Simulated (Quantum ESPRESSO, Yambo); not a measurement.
**BeTe (F-43m): G0W0 in Yambo against the screening cutoff**

Wanted: the cheapest screening cutoff that holds the gap of BeTe (F-43m).

Method: PBE and many-body steps on it, plane waves, in Yambo 5.3.0.

## 1. The structure

It takes space group F-43m (No. 216, cubic). Conventional cell: a = 5.663 Å, b = 5.663 Å, c = 5.663 Å, α = 90.00°, β = 90.00°, γ = 90.00°. Nearest to Be lie 4 Te at 2.45 Å. Te has 4 Be at 2.45 Å nearest. Farther neighbours and most contacts between anions are not listed.

Structure file:

```cif
data_structure
_symmetry_space_group_name_H-M 'F-43m'
_symmetry_Int_Tables_number 216
_cell_length_a 5.6629
_cell_length_b 5.6629
_cell_length_c 5.6629
_cell_angle_alpha 90.000
_cell_angle_beta 90.000
_cell_angle_gamma 90.000
_cell_volume 181.60
loop_
_atom_site_label
_atom_site_type_symbol
_atom_site_symmetry_multiplicity
_atom_site_Wyckoff_symbol
_atom_site_fract_x
_atom_site_fract_y
_atom_site_fract_z
_atom_site_occupancy
Be1 Be 4 a 0.00000 0.00000 0.00000 1
Te1 Te 4 c 0.25000 0.25000 0.25000 1
```

The cell and positions are those that the Materials Project relaxed with its own functionals (PBE, PBE+U or r2SCAN), kept fixed. Spin-orbit coupling is left out unless a step names it.

## 2. 3.25 Ha

This step: Yambo 5.3.0; G0W0 on PBE, plane waves, norm-conserving pseudopotentials.

G0W0 replaces the xc potential by the self-energy, built once from these orbitals. Only a window of levels is corrected, while the sums run over the empty bands that the input names.

File gw7.in:

```
HF_and_locXC
gw0
dyson
ppa
em1d
rim_cut
RandQpts= 1000000
RandGvec= 1 RL
EXXRLvcs= 88 Ry
VXCRLvcs= 352 Ry
Chimod= "HARTREE"
% BndsRnXp
 1 | 149 |
%
NGsBlkXp= 6.5 Ry
% LongDrXp
 1 | 1 | 1 |
%
% GbndRnge
 1 | 149 |
%
DysSolver= "n"
ExtendOut
PPAPntXp= 27.21138 eV
% QPkrange
 1 | 1 | 13 | 16 |
 7 | 7 | 13 | 16 |
%
```

On the command line:

```
$ OMP_NUM_THREADS=1 mpirun -n 4 yambo -F gw7.in -J gw7 -C gw7 > gw7.log
```

The program printed:

```text
 Yambo, version 5.3.0

 [02] CORE Variables Setup
 =========================

  [... cell, symmetries and grids as in the set-up ...]

  [02.05] Energies & Occupations
  ==============================

  [X] === General ===
  [X] Electronic Temperature                        :  0.000000  0.000000 [eV K]
  [X] Bosonic    Temperature                        :  0.000000  0.000000 [eV K]
  [X] Finite Temperature mode                       : no
  [X] El. density                                   :  0.61673E+24 [cm-3]
  [X] Fermi Level                                   :  8.438418 [eV]

  [X] === Gaps and Widths ===
  [X] Conduction Band Min                           :  2.026900 [eV]
  [X] Valence Band Max                              :  0.000000 [eV]
  [X] Filled Bands                                  :  14
  [X] Empty Bands                                   :    15   549
  [X] Direct Gap                                    :  3.644779 [eV]
  [X] Direct Gap localized at k                     :  1
  [X] Indirect Gap                                  :  2.026900 [eV]
  [X] Indirect Gap between kpts                     :   1   7
  [X] Last valence band width                       :  3.120670 [eV]
  [X] 1st conduction band width                     :  3.269928 [eV]

 [03] Transferred momenta grid and indexing
 ==========================================

 IBZ Q-points                                      :   8
 BZ  Q-points                                      :   64

 K/Q-points units:
 rlu = crystal or reduced units; cc = cartesian coordinates; iku = interal k-units

 Q [1]          [rlu]:  0.000000  0.000000  0.000000
 Q [2]          [rlu]:  0.54651E-16  0.26895E-16  0.25000
 Q [3]          [rlu]: -0.10930E-15 -0.53790E-16 -0.50000
 Q [4]          [rlu]:  0.45585E-17  0.25000      0.25000
 Q [5]          [rlu]:  0.71568E-16  0.25000      0.50000
 Q [6]          [rlu]:  0.40755E-16  0.25000     -0.25000
 Q [7]          [rlu]: -0.91171E-17 -0.50000     -0.50000
 Q [8]          [rlu]:  0.250000 -0.500000 -0.250000

 [04] Coloumb potential Random Integration (RIM)
 ===============================================

  [04.01] RIM initialization
  ==========================

  * Diagonal components only detected *

  8 x (sBL volume)        :  0.101203 [a.u.]
  sBZ random points       :  1000000
  Points outside the sBZ  :   7968281
  RL volume               :  0.809622 [a.u.]
  Integrated volume       :  0.812845 [a.u.]

  [04.02] RIM integrals
  =====================

  Gamma point sphere radius             :  0.084531 [a.u.]
  Points outside the sphere             :   800476
  [Int_sBZ(q=0) 1/q^2]*(Vol_sBZ)^(-1/3) =:  7.776341
                                 should be <:  7.795600

  Summary of Coulomb integrals for non-metallic bands |Q|[au] RIM/Bare

  Q [1] 0.100000E-4 0.997530 * Q [2] 0.254239 1.068480
  Q [4] 0.293569 1.066792 * Q [6] 0.415170 1.029814
  Q [5] 0.486830 1.022655 * Q [3] 0.508477 1.020683
  Q [7] 0.587139 1.017590 * Q [8] 0.656441 1.014612

 [WARNING] [Xp] User bands 1-149 break level degeneracy

 [05] Dipoles
 ============

  [05.01] Setup: observables and procedures
  =========================================

 [06] Dynamic Dielectric Matrix (PPA)
 ====================================

 [WR./gw7//ndb.pp]---------------------------------------------------------------
  Brillouin Zone Q/K grids (IBZ/BZ)                :    8   64    8   64
  RL vectors                                       :   5209 [WF]
  Coulomb cutoff potential                         : none
  Electronic Temperature                           :  0.000000 [K]
  Bosonic    Temperature                           :  0.000000 [K]
  PPA    diel. fun.  energies                      : Perdew, Burke & Ernzerhof(X)+Perdew, Burke & Ernzerhof(C)
  wavefunctions                                    : Perdew, Burke & Ernzerhof(X)+Perdew, Burke & Ernzerhof(C)
  Global Gauge                                     : length
  X matrix size                                    :   89
  X band range                                     :    1  149
  X e/h energy range                               : -1.000000 -1.000000 [eV]
  X Time ordering                                  : R
  X Hxc Kernel                                     : HARTREE
  X Drude frequency                                :  0.000000  0.000000
  X poles                                          :  100.0000 [o/o]
  RL vectors in the sum                            :   5209
  [r,Vnl] included                                 : yes
  Field direction                                  :  0.577350E-5  0.577350E-5  0.577350E-5
  BZ energy Double Grid                            : no
  BZ energy DbGd points                            : 0
  BZ Q point size factor                           : -1.000000
  X Optical Averaged directions                    : none

 [07] Local Exchange-Correlation + Non-Local Fock
 ================================================

 [VXC] Plane waves :   34327
 [EXS] Plane waves :   4285

 QP @ state[ 1 ] K range:  1  1
 QP @ state[ 1 ] b range:  13  16
 QP @ state[ 2 ] K range:   7   7
 QP @ state[ 2 ] b range:  13  16

 [xc] Functional : Perdew, Burke & Ernzerhof(X)+Perdew, Burke & Ernzerhof(C)
 [xc] LIBXC used to calculate xc functional
  PP Number of Atomic Species                      :  2
  NLCC RL compoments                               :   34327
  PP Number of Atomic Species                      :  2
  NLCC RL compoments                               :   34327

 [xc] E_xc :  -22.86069 [Ha]
      E_xc :  -45.72138 [Ry]

  Local XC kind (lXC) : Perdew, Burke & Ernzerhof(X)+Perdew, Burke & Ernzerhof(C)
  Non-Local XC kind (nlXC) : Hartree-Fock

  Corrections @ K [1] :  [eV]
 <13|nlXC|13> = -15.11879 -0.19505E-17 <13|lXC|13> = -13.37049 -0.23606E-16
 <14|nlXC|14> = -15.11868 -0.53456E-17 <14|lXC|14> = -13.37049  0.18882E-15
 <15|nlXC|15> = -5.917808 -0.22010E-17 <15|lXC|15> = -10.43562  0.94414E-16
 <16|nlXC|16> = -5.917764  0.21845E-17 <16|lXC|16> = -10.43562 -0.18882E-15

  Corrections @ K [7] :  [eV]
 <13|nlXC|13> = -14.62236 -0.11660E-16 <13|lXC|13> = -11.87648  0.23409E-19
 <14|nlXC|14> = -14.62233  0.54921E-17 <14|lXC|14> = -11.87648  0.25333E-20
 <15|nlXC|15> = -5.120957 -0.21074E-17 <15|lXC|15> = -8.959032  0.10031E-15
 <16|nlXC|16> = -5.810336  0.63953E-18 <16|lXC|16> = -9.791950  0.94444E-16

 [08] Dyson equation: Newton solver
 ==================================

  [08.01] G0W0 (W PPA)
  ====================

  [  GW  ] Bands range     :    1  149
  [GW/PPA] G damping       :  0.100000 [eV]

  QP @ state[ 1 ] K range:  1  1
  QP @ state[ 1 ] b range:  13  16
  QP @ state[ 2 ] K range:   7   7
  QP @ state[ 2 ] b range:  13  16

   Sc/G bands                                       :    1  149
   Sc/G damping                                     :  0.100000 ev
   Sc bands terminator                              : no
   Sx RL components                                 :   4285

   QP @ state[ 1 ] K range                          :  1  1
   QP @ state[ 1 ] b range                          :  13  16
   QP @ state[ 2 ] K range                          :   7   7
   QP @ state[ 2 ] b range                          :  13  16
   GF energies kind                                 : Perdew, Burke & Ernzerhof(X)+Perdew, Burke & Ernzerhof(C)
   GF WF`s kind                                     : Perdew, Burke & Ernzerhof(X)+Perdew, Burke & Ernzerhof(C)
   Xs energies kind                                 : Perdew, Burke & Ernzerhof(X)+Perdew, Burke & Ernzerhof(C)
   Xs WF`s kind                                     : Perdew, Burke & Ernzerhof(X)+Perdew, Burke & Ernzerhof(C)

 [11] Game Over & Game summary
```

The job ended after 49 s (4 MPI ranks of Arm Neoverse V2, shared host; peak memory 1.7 GiB; 3.2 min of CPU time).

Numbers from this step:

```yaml
g0w0_gap_on_the_points_computed: 2.742 eV
starting_gap_on_the_mesh: 2.027 eV
k_of_the_valence_top: 0, 0, 0
k_of_the_conduction_bottom: 0, -0.5, -0.5
least_direct_g0w0_gap_on_the_computed_points: 4.620 eV
z_at_the_valence_top: 0.8063
z_at_the_conduction_bottom: 0.8176
```

The gap on the mesh goes from 2.03 eV to 2.74 eV, a correction of +0.72 eV.

## 3. 5.25 Ha

gw8.in, as its differences from gw7.in of step 2:

```diff
@@ -14,3 +14,3 @@
 %
-NGsBlkXp= 6.5 Ry
+NGsBlkXp= 10.5 Ry
 % LongDrXp
```

On the command line:

```
$ OMP_NUM_THREADS=1 mpirun -n 4 yambo -F gw8.in -J gw8 -C gw8 > gw8.log
```

The program printed:

```text
 Yambo, version 5.3.0

 [02] CORE Variables Setup
 =========================

  [... cell, symmetries and grids as in the set-up ...]

  [02.05] Energies & Occupations
  ==============================

  [X] === General ===
  [X] Electronic Temperature                        :  0.000000  0.000000 [eV K]
  [X] Bosonic    Temperature                        :  0.000000  0.000000 [eV K]
  [X] Finite Temperature mode                       : no
  [X] El. density                                   :  0.61673E+24 [cm-3]
  [X] Fermi Level                                   :  8.438418 [eV]

  [X] === Gaps and Widths ===
  [X] Conduction Band Min                           :  2.026900 [eV]
  [X] Valence Band Max                              :  0.000000 [eV]
  [X] Filled Bands                                  :  14
  [X] Empty Bands                                   :    15   549
  [X] Direct Gap                                    :  3.644779 [eV]
  [X] Direct Gap localized at k                     :  1
  [X] Indirect Gap                                  :  2.026900 [eV]
  [X] Indirect Gap between kpts                     :   1   7
  [X] Last valence band width                       :  3.120670 [eV]
  [X] 1st conduction band width                     :  3.269928 [eV]

 [03] Transferred momenta grid and indexing
 ==========================================

 IBZ Q-points                                      :   8
 BZ  Q-points                                      :   64

 K/Q-points units:
 rlu = crystal or reduced units; cc = cartesian coordinates; iku = interal k-units

 Q [1]          [rlu]:  0.000000  0.000000  0.000000
 Q [2]          [rlu]:  0.54651E-16  0.26895E-16  0.25000
 Q [3]          [rlu]: -0.10930E-15 -0.53790E-16 -0.50000
[...]
NLCC RL compoments                               :   34327
  PP Number of Atomic Species                      :  2
  NLCC RL compoments                               :   34327

 [xc] E_xc :  -22.86069 [Ha]
      E_xc :  -45.72138 [Ry]

  Local XC kind (lXC) : Perdew, Burke & Ernzerhof(X)+Perdew, Burke & Ernzerhof(C)
  Non-Local XC kind (nlXC) : Hartree-Fock

  Corrections @ K [1] :  [eV]
 <13|nlXC|13> = -15.11879 -0.19505E-17 <13|lXC|13> = -13.37049 -0.23606E-16
 <14|nlXC|14> = -15.11868 -0.53456E-17 <14|lXC|14> = -13.37049  0.18882E-15
 <15|nlXC|15> = -5.917808 -0.22010E-17 <15|lXC|15> = -10.43562  0.94414E-16
[...]
Corrections @ K [7] :  [eV]
[...]
<15|nlXC|15> = -5.120957 -0.21074E-17 <15|lXC|15> = -8.959032  0.10031E-15
 <16|nlXC|16> = -5.810336  0.63953E-18 <16|lXC|16> = -9.791950  0.94444E-16

 [08] Dyson equation: Newton solver
 ==================================

  [08.01] G0W0 (W PPA)
  ====================

  [  GW  ] Bands range     :    1  149
  [GW/PPA] G damping       :  0.100000 [eV]

  QP @ state[ 1 ] K range:  1  1
  QP @ state[ 1 ] b range:  13  16
  QP @ state[ 2 ] K range:   7   7
  QP @ state[ 2 ] b range:  13  16

   Sc/G bands                                       :    1  149
   Sc/G damping                                     :  0.100000 ev
   Sc bands terminator                              : no
   Sx RL components                                 :   4285

   QP @ state[ 1 ] K range                          :  1  1
   QP @ state[ 1 ] b range                          :  13  16
   QP @ state[ 2 ] K range                          :   7   7
   QP @ state[ 2 ] b range                          :  13  16
   GF energies kind                                 : Perdew, Burke & Ernzerhof(X)+Perdew, Burke & Ernzerhof(C)
   GF WF`s kind                                     : Perdew, Burke & Ernzerhof(X)+Perdew, Burke & Ernzerhof(C)
   Xs energies kind                                 : Perdew, Burke & Ernzerhof(X)+Perdew, Burke & Ernzerhof(C)
   Xs WF`s kind                                     : Perdew, Burke & Ernzerhof(X)+Perdew, Burke & Ernzerhof(C)

 [11] Game Over & Game summary
```

It took 70 s on 4 MPI ranks; peak memory 1.7 GiB.

This step gave:

- G0W0 gap on the points computed: 2.840 eV
- starting gap on the mesh: 2.027 eV
- k of the valence top: 0, 0, 0
- k of the conduction bottom: 0, -0.5, -0.5
- least direct G0W0 gap on the computed points: 4.703 eV
- Z at the valence top: 0.8052
- Z at the conduction bottom: 0.8173

Against the run before, the gap moves by +0.098 eV.

## 4. 10.5 Ha

gw9.in, as its differences from gw8.in of step 3:

```diff
@@ -14,3 +14,3 @@
 %
-NGsBlkXp= 10.5 Ry
+NGsBlkXp= 21 Ry
 % LongDrXp
```

On the command line:

```
$ OMP_NUM_THREADS=1 mpirun -n 4 yambo -F gw9.in -J gw9 -C gw9 > gw9.log
```

The program printed:

```text
 Yambo, version 5.3.0

 [02] CORE Variables Setup
 =========================

  [... cell, symmetries and grids as in the set-up ...]

  [02.05] Energies & Occupations
  ==============================

  [X] === General ===
  [X] Electronic Temperature                        :  0.000000  0.000000 [eV K]
  [X] Bosonic    Temperature                        :  0.000000  0.000000 [eV K]
  [X] Finite Temperature mode                       : no
  [X] El. density                                   :  0.61673E+24 [cm-3]
[...]
QP @ state[ 1 ] b range                          :  13  16
   QP @ state[ 2 ] K range                          :   7   7
   QP @ state[ 2 ] b range                          :  13  16
   GF energies kind                                 : Perdew, Burke & Ernzerhof(X)+Perdew, Burke & Ernzerhof(C)
   GF WF`s kind                                     : Perdew, Burke & Ernzerhof(X)+Perdew, Burke & Ernzerhof(C)
   Xs energies kind                                 : Perdew, Burke & Ernzerhof(X)+Perdew, Burke & Ernzerhof(C)
   Xs WF`s kind                                     : Perdew, Burke & Ernzerhof(X)+Perdew, Burke & Ernzerhof(C)

 [11] Game Over & Game summary
```

The job ended after 5 min (4 MPI ranks; peak memory 1.8 GiB).

Numbers from this step:

```
G0W0 gap on the points computed              : 2.841 eV
starting gap on the mesh                     : 2.027 eV
k of the valence top                         : 0, 0, 0
k of the conduction bottom                   : 0, -0.5, -0.5
least direct G0W0 gap on the computed points : 4.707 eV
```

Against the run before, the gap moves by +0.001 eV.

## 5. 13 Ha

gw10.in, as its differences from gw9.in of step 4:

```diff
@@ -14,3 +14,3 @@
 %
-NGsBlkXp= 21 Ry
+NGsBlkXp= 26 Ry
 % LongDrXp
```

On the command line:

```
$ OMP_NUM_THREADS=1 mpirun -n 4 yambo -F gw10.in -J gw10 -C gw10 > gw10.log
```

The program printed:

```text
 Yambo, version 5.3.0

 [02] CORE Variables Setup
 =========================

  [... cell, symmetries and grids as in the set-up ...]

  [02.05] Energies & Occupations
  ==============================

  [X] === General ===
  [X] Electronic Temperature                        :  0.000000  0.000000 [eV K]
  [X] Bosonic    Temperature                        :  0.000000  0.000000 [eV K]
  [X] Finite Temperature mode                       : no
  [X] El. density                                   :  0.61673E+24 [cm-3]
[...]
QP @ state[ 1 ] b range                          :  13  16
   QP @ state[ 2 ] K range                          :   7   7
   QP @ state[ 2 ] b range                          :  13  16
   GF energies kind                                 : Perdew, Burke & Ernzerhof(X)+Perdew, Burke & Ernzerhof(C)
   GF WF`s kind                                     : Perdew, Burke & Ernzerhof(X)+Perdew, Burke & Ernzerhof(C)
   Xs energies kind                                 : Perdew, Burke & Ernzerhof(X)+Perdew, Burke & Ernzerhof(C)
   Xs WF`s kind                                     : Perdew, Burke & Ernzerhof(X)+Perdew, Burke & Ernzerhof(C)

 [11] Game Over & Game summary
```

The job ended after 8.7 min (4 MPI ranks; peak memory 1.8 GiB; 35 min of CPU time).

This step gave:

```
G0W0 gap on the points computed              : 2.840 eV
starting gap on the mesh                     : 2.027 eV
k of the valence top                         : 0, 0, 0
k of the conduction bottom                   : 0, -0.5, -0.5
least direct G0W0 gap on the computed points : 4.706 eV
```

Against the run before, the gap moves by −0.0004 eV.

## 6. 16.25 Ha

gw11.in, as its differences from gw10.in of step 5:

```diff
@@ -14,3 +14,3 @@
 %
-NGsBlkXp= 26 Ry
+NGsBlkXp= 32.5 Ry
 % LongDrXp
```

On the command line:

```
$ OMP_NUM_THREADS=1 mpirun -n 4 yambo -F gw11.in -J gw11 -C gw11 > gw11.log
```

The program printed:

```text
 Yambo, version 5.3.0

 [02] CORE Variables Setup
 =========================

  [... cell, symmetries and grids as in the set-up ...]

  [02.05] Energies & Occupations
  ==============================

  [X] === General ===
  [X] Electronic Temperature                        :  0.000000  0.000000 [eV K]
  [X] Bosonic    Temperature                        :  0.000000  0.000000 [eV K]
  [X] Finite Temperature mode                       : no
  [X] El. density                                   :  0.61673E+24 [cm-3]
[...]
QP @ state[ 1 ] b range                          :  13  16
   QP @ state[ 2 ] K range                          :   7   7
   QP @ state[ 2 ] b range                          :  13  16
   GF energies kind                                 : Perdew, Burke & Ernzerhof(X)+Perdew, Burke & Ernzerhof(C)
   GF WF`s kind                                     : Perdew, Burke & Ernzerhof(X)+Perdew, Burke & Ernzerhof(C)
   Xs energies kind                                 : Perdew, Burke & Ernzerhof(X)+Perdew, Burke & Ernzerhof(C)
   Xs WF`s kind                                     : Perdew, Burke & Ernzerhof(X)+Perdew, Burke & Ernzerhof(C)

 [11] Game Over & Game summary
```

Elapsed: 15 min, on 4 MPI ranks; peak memory 1.9 GiB; 62 min of CPU time.

Numbers from this step:

* G0W0 gap on the points computed: 2.840 eV
* starting gap on the mesh: 2.027 eV
* k of the valence top: 0, 0, 0
* k of the conduction bottom: 0, -0.5, -0.5
* least direct G0W0 gap on the computed points: 4.706 eV

Against the run before, the gap moves by +0.0001 eV.

## 7. Side by side

Times are wall times on 4 MPI ranks of Arm Neoverse V2, shared host, good to a factor of about two.

```csv
run,mesh,bands,screening cutoff (eV),DFT gap (eV),gap on the mesh (eV),direct (eV),time
3.25 Ha,4×4×4,149,88.4,2.027,2.742,4.620,49 s
5.25 Ha,4×4×4,149,142.9,2.027,2.840,4.703,70 s
10.5 Ha,4×4×4,149,285.7,2.027,2.841,4.707,5 min
13 Ha,4×4×4,149,353.7,2.027,2.840,4.706,8.7 min
16.25 Ha,4×4×4,149,442.2,2.027,2.840,4.706,15 min
```

## 8. What came out

```yaml
3p25_ha: 2.742 eV
5p25_ha: 2.840 eV
10p5_ha: 2.841 eV
13_ha: 2.840 eV
16p25_ha: 2.840 eV
known_limits: not at the basis limit; no spin-orbit coupling; coarse k mesh
```

In words: The setting moved: screening cutoff. From 3.25 Ha to 16.25 Ha the gap moves by +0.10 eV, for 19 times the time. It holds to 0.03 eV from 5.25 Ha on. Bands and screening cutoff are coupled, so a series along one setting does not show full convergence. Bands and cutoff are finite, so the gap is not at the basis limit. The miss can reach some tenths of an eV and take either sign; the mesh is an error of its own. In the G0W0 runs levels were corrected at 2 k points alone, so a gap called «on the mesh» is the least over those, and an edge elsewhere would be missed. The 4×4×4 mesh is coarse for this cell, which bears on the long-range parts of exchange and screening. The many-body steps are scalar-relativistic: spin-orbit coupling is not in them.

[Paths, hosts, dates, memory and timing lines, banners, echoed tables and standing remarks are left out of the program output.]

[Logs are printed without paths, hosts, clocks, repeated set-up lines and the standing remarks that a program may print on its own settings, such as how far it seeks lower states.]

[Runs of the session that timed out or met a known fault of the program may be left out.]

[Hosts, paths, dates, database ids (printed as entryN), source tags and the programs' standing remarks are cut or masked in the printed files.]
